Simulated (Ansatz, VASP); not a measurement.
## One calculation of HfC, two programs

```
Hf C
1.0
     3.83227    0.00000    0.00000
    -1.91613    3.31884    0.00000
     0.00000    0.00000    4.64992
Hf C
2 2
Direct
  0.33333 0.66667 0.44598
  0.66667 0.33333 0.94598
  0.33333 0.66667 0.92902
  0.66667 0.33333 0.42902
```

Alike in both runs: functional r2SCAN; k mesh 6 × 6 × 4; occupations gaussian, width 0.1 eV; no spin polarisation.

Ansatz relaxed the structure, and its values are those at the end. VASP's run is a single point on that final structure, the one shown.

```csv
,VASP,Ansatz
version,VASP 6.6.1,Ansatz 0.2.0
potentials or method,"VASP PAW PBE potentials, release 64 (Hf_pv, C)","scalar-relativistic, plane waves, PAW"
plane-wave cutoff (eV),520,500
valence electrons in the cell,28,60
```

|  | VASP | Ansatz | Ansatz less VASP |
| --- | --- | --- | --- |
| gap on the k mesh at the Fermi level (eV) | none | none | - |
| pressure (GPa) | -0.8 | 0.0 | +0.81 |

A gap of «none» marks a metal or a gap that the smearing closes. The two sets of potentials don't hold the same shells in valence.

Caveats: the PAW data sets were made with another functional, which shifts forces and pressure a little (VASP). The runs have no spin-orbit coupling, so splittings on Hf are missing.
